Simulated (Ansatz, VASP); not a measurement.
# Eu: VASP beside Ansatz

```
Eu
1.0
     2.95594    0.00000    0.00000
     0.00000    2.95594    0.00000
     0.00000    0.00000    2.95594
Eu
1
Cartesian
  0.0000 0.0000 0.0000
```

Change from the starting cell: volume scaled by 0.6, LAPW.

Alike in both runs: task single point; functional PBE; k mesh 11 × 11 × 11; occupations fermi-dirac, width 0.1 eV; collinear spin.

```csv
,VASP,Ansatz
version,VASP 6.6.1,Ansatz 0.2.0
potentials or method,"VASP PAW PBE potentials, release 64 (Eu), cutoff 520 eV","all-electron LAPW, scalar-relativistic"
```

Ansatz gave:

* pressure (GPa): 14.7
* net moment per atom (μB): 7.23
* size of the moment on the site where the two differ most (μB): 7.00

Question: Estimate VASP's values.

Answer: Pressure (GPa): 14.6; net moment per atom (μB): 7.22; size of the moment on the site where the two differ most (μB): 6.73.

Site moments also hang on the region over which each program counts them. Ansatz ran all-electron here, so the differences hold the error of VASP's frozen core and of both bases.

 The state reached can hang on the start; a lower one may exist.
